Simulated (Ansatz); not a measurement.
The system is Cd.

```xyz
1
Lattice="3.0905 0.0000 0.0000 -1.0302 2.9138 0.0000 -1.0302 -1.4569 2.5234" Properties=species:S:1:pos:R:3 pbc="T T T"
Cd    0.0000    0.0000    0.0000
```

This isn't the form of Cd at room conditions, which is hcp.

```yaml
Program: Ansatz 0.2.0
Task: relaxation of cell and atoms
Functional: PBEsol
Dispersion: D3(BJ)+ATM
Potentials_or_basis: Ansatz PAW
Cutoff: 420 eV
Density_cutoff: 1680 eV
k_mesh: 8 × 8 × 8
Occupations: fermi-dirac, width 0.15 eV
Spin: spin-orbit coupling, no magnetisation
```

At the start: pressure -5.4 GPa; volume 22.72 Å³/atom.

How do energy, volume and symmetry change on relaxing?

Over 4 steps the energy falls by 51.2 meV/atom and the volume is 20.14 Å³/atom (-11.4 %); space group Im-3m (No. 229, to 0.05 Å).

The path:
```csv
step,energy change (eV),largest force (eV/Å),pressure (GPa),volume (Å³)
1,0.0000,0.0000,-5.41,22.72
2,-0.0164,0.0000,-4.72,22.21
3,-0.0392,0.0000,-3.07,21.28
4,-0.0512,0.0000,-0.11,20.14
```

Final structure:
```cif
data_structure
_symmetry_space_group_name_H-M 'P 1'
_symmetry_Int_Tables_number 1
_cell_length_a 2.9688
_cell_length_b 2.9688
_cell_length_c 2.9688
_cell_angle_alpha 109.471
_cell_angle_beta 109.471
_cell_angle_gamma 109.471
_cell_volume 20.14
loop_
_atom_site_label
_atom_site_type_symbol
_atom_site_fract_x
_atom_site_fract_y
_atom_site_fract_z
_atom_site_occupancy
Cd1 Cd 0.00000 0.00000 0.00000 1
```

Caveat: pairwise dispersion overbinds metals, which lowers pressure and volume.
